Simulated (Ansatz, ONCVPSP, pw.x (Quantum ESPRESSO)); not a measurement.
platinum: does the ONCV potential hold in the solid?

```
Element                 : platinum (Pt)
Generator               : ONCVPSP 4.0.1.1 (patched build)
Type                    : optimised norm-conserving Vanderbilt (ONCV)
Functional              : PBE
Relativity              : scalar-relativistic
Frozen core             : [Kr] 4d10 4f14
Valence charge          : 18
Reference configuration : 5s2 5p6 5d9 6p1
Partial waves           : 5s: rc 1.60 bohr, ncon 4, nbas 8, qcut 8.4 1/bohr, local; 5p+6p: rc 2.10 bohr, ncon 4, nbas 7, qcut 7.1 1/bohr, 3 projectors, debl 3.1 Ha; 5d: rc 2.25 bohr, ncon 3, nbas 7, qcut 7.5 1/bohr, 2 projectors, debl 0.5 Ha
Local potential         : the s channel
Core correction         : none
```

Atomic tests: cutoffs needed: 24 Ha and 29 Ha (the cutoffs (Ha) at which the residual kinetic energy of the hardest occupied pseudo-wave falls to 1 and 0.1 mHa per electron); ghost test: no bound ghost flagged; no localised positive-energy state flagged; configuration tests: 2 of 4 tests not solved or not reliable.

Crystal test: sc Pt in pw.x 7.5, no spin, 12³ k-points, Fermi–Dirac smearing 0.01 Ry, cutoffs 70/280 Ry. The reference is all-electron LAPW (Ansatz 0.2.0) with the same functional, mesh and smearing; V0 and B0 come from Birch–Murnaghan fits to the pressures at five volumes. Errors are pseudo minus all-electron; Δ is the rms difference of the E(V) curves that follow from these fits, minima aligned, over ±6 % about the mean V0. Mesh and smearing are coarse, so the numbers serve the comparison and aren't converged zero-temperature values; the lattice is a test structure that the element need not adopt.

```json
{"V (Å³/atom)": "17.283", "P all-electron (GPa)": "9.80", "P pseudo (GPa)": "-4.44"}
{"V (Å³/atom)": "17.738", "P all-electron (GPa)": "4.08", "P pseudo (GPa)": "-9.07"}
{"V (Å³/atom)": "18.193", "P all-electron (GPa)": "-0.80", "P pseudo (GPa)": "-12.94"}
{"V (Å³/atom)": "18.648", "P all-electron (GPa)": "-4.96", "P pseudo (GPa)": "-16.16"}
{"V (Å³/atom)": "19.103", "P all-electron (GPa)": "-8.49", "P pseudo (GPa)": "-18.84"}
```

All-electron: a0 = 2.626 Å (V0 = 18.11 Å³/atom), B0 = 184.3 GPa.

Pseudopotential: mean pressure error (GPa): -12.22. The pressure does not cross zero within the volumes sampled, so no fit is given. This is a poor potential for the solid. Atomic configuration tests: 2 of 4 tests not solved or not reliable.

Problem. At the middle volume, how do free energy and pressure move when the wave cutoff is lowered (ecutrho kept at four times it)?

Solution.

```csv
cutoff (Ry),shift of F (meV/atom),shift of P (GPa)
32,+2790.9,-87.10
42,+547.1,-21.75
56,+43.5,-2.75
```

Input at the middle volume:

```
&control
  calculation='scf', prefix='x', pseudo_dir='./', outdir='./tmp', tstress=.true., disk_io='none'
/
&system
  ibrav=0, nat=1, ntyp=1, ecutwfc=70, ecutrho=280, nbnd=17,
  occupations='smearing', smearing='fd', degauss=0.01
/
&electrons
  conv_thr=1e-09, mixing_beta=0.4, electron_maxstep=70
/
ATOMIC_SPECIES
Pt 1.0 Pt.UPF
CELL_PARAMETERS angstrom
  2.63007484 0.00000000 0.00000000
  0.00000000 2.63007484 0.00000000
  0.00000000 0.00000000 2.63007484
ATOMIC_POSITIONS crystal
Pt 0.0000 0.0000 0.0000
K_POINTS automatic
12 12 12 0 0 0
```

```bash
pw.x < Pt.scf.in > Pt.scf.out
```

Lines of the output:

```
Message from routine setup:
     using ibrav=0 with symmetry is DISCOURAGED, use correct ibrav instead
     lattice parameter (alat)  =       4.9701  a.u.
     unit-cell volume          =     122.7724 (a.u.)^3
     number of electrons       =        18.00
     number of Kohn-Sham states=           17
     kinetic-energy cutoff     =      70.0000  Ry
     charge density cutoff     =     280.0000  Ry
     scf convergence threshold =      1.0E-09
     Exchange-correlation= PBE
     number of k points=    84  Fermi-Dirac smearing, width (Ry)=  0.0100
     iteration #  1     ecut=    70.00 Ry     beta= 0.40
     total energy              =    -241.63082686 Ry
     estimated scf accuracy    <       0.15997533 Ry
     iteration #  2     ecut=    70.00 Ry     beta= 0.40
     total energy              =    -241.65489349 Ry
     estimated scf accuracy    <       0.00726728 Ry
     iteration #  3     ecut=    70.00 Ry     beta= 0.40
     total energy              =    -241.65492264 Ry
     estimated scf accuracy    <       0.00210513 Ry
     iteration #  4     ecut=    70.00 Ry     beta= 0.40
     total energy              =    -241.65504720 Ry
     estimated scf accuracy    <       0.00002873 Ry
     iteration #  5     ecut=    70.00 Ry     beta= 0.40
     total energy              =    -241.65504158 Ry
     estimated scf accuracy    <       0.00002295 Ry
     iteration #  6     ecut=    70.00 Ry     beta= 0.40
     total energy              =    -241.65504378 Ry
     estimated scf accuracy    <       0.00000021 Ry
     iteration #  7     ecut=    70.00 Ry     beta= 0.40
     total energy              =    -241.65504380 Ry
     estimated scf accuracy    <       0.00000013 Ry
     iteration #  8     ecut=    70.00 Ry     beta= 0.40
     total energy              =    -241.65504381 Ry
     estimated scf accuracy    <       0.00000001 Ry
     iteration #  9     ecut=    70.00 Ry     beta= 0.40
     total energy              =    -241.65504381 Ry
     estimated scf accuracy    <          1.8E-09 Ry
     iteration # 10     ecut=    70.00 Ry     beta= 0.40
     the Fermi energy is    17.9843 ev
!    total energy              =    -241.65504381 Ry
     estimated scf accuracy    <          5.5E-11 Ry
     smearing contrib. (-TS)   =      -0.00558270 Ry
     The total energy is F=E-TS. E is the sum of the following terms:
     one-electron contribution =     -81.59407876 Ry
     hartree contribution      =      48.01278768 Ry
     xc contribution           =     -23.10600142 Ry
     ewald contribution        =    -184.96216861 Ry
     convergence has been achieved in  10 iterations
          total   stress  (Ry/bohr**3)                   (kbar)     P=     -129.41
     Message from routine punch:
     Nothing written, as per user request (disk_io='none')
```

The run at the middle volume (84 k-points, 10 iterations) took about 40 s on one core of a shared host (Neoverse-N1, 64 threads, 124 GiB, load 54).
